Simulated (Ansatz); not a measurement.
**From the elastic tensor of GaAs at 22 GPa (stress–strain coefficients) to moduli and sound speeds**

These are results of DFT PBEsol, scalar-relativistic, plane waves, PAW (Ansatz 0.2.0), not measurements. Cutoff 420 eV, 12×12×12 k-points (Γ-centred), fixed occupations. No spin polarisation.

Symmetry: F-43m, No. 216, cubic system. Conventional cell: a = 5.293 Å, b = 5.293 Å, c = 5.293 Å, α = 90.00°, β = 90.00°, γ = 90.00°. Around Ga (site symmetry -43m) lie 4 As at 2.29 Å. Around As (site symmetry -43m) lie 4 Ga at 2.29 Å.

The real crystal has changed phase below this pressure. The bands were filled as in an insulator; under compression the gap may have closed between mesh points.

Relaxed-ion constants (GPa, on the Cartesian axes of the calculation):
C11 = 195.7, C12 = 140.5, C13 = 140.5, C22 = 195.7, C23 = 140.5, C33 = 195.7, C44 = 60.7, C55 = 60.7, C66 = 60.7 GPa; the others vanish.

Density 6.479 g/cm³; 2 atoms in 37.07 Å³.

The values that follow are for a polycrystal of randomly turned grains, by Hill's mean where one number stands.

| Item | Value |
| --- | --- |
| Bulk modulus, Voigt / Reuss / Hill | 158.9 / 158.9 / 158.9 GPa |
| Shear modulus, Voigt / Reuss / Hill | 47.5 / 41.0 / 44.3 GPa |
| Young's modulus | 121 GPa |
| Poisson ratio | 0.373 |
| Pugh ratio B/G | 3.59 |
| Universal anisotropy index | 0.78 |
| Longitudinal and transverse sound speeds | 5799 and 2613 m/s |
| Debye temperature from the mean sound speed | 332 K |

Cost: 1 run of about 4.1 core-minutes, on Arm Neoverse V1 (shared hosts).

Compressed zinc-blende GaAs resists volume change far more strongly than shear: the bulk modulus is 158.9 GPa, against a Hill shear modulus of 44.3 GPa. In a tetrahedral sp³ network, compression shortens the bonds and meets steeply rising repulsion, whereas shear can proceed largely by bending bond angles, which costs less. The pressure itself also lowers the effective shear stiffness, because it does work during the distortion. The softest shear is the tetragonal one, governed by C11 − C12. It is much softer than the shear measured by C44, hence the marked elastic anisotropy.

All the Born combinations remain positive, so the lattice withstands small homogeneous strains. This suggests that the transformation to denser phases is driven by enthalpy rather than by an elastic instability. The Pugh ratio of 3.59 should not be read as evidence of ductility, since it largely reflects stiffening under compression and says little about dislocation motion in a covalent crystal. Stability against phonons of finite wavevector remains untested.
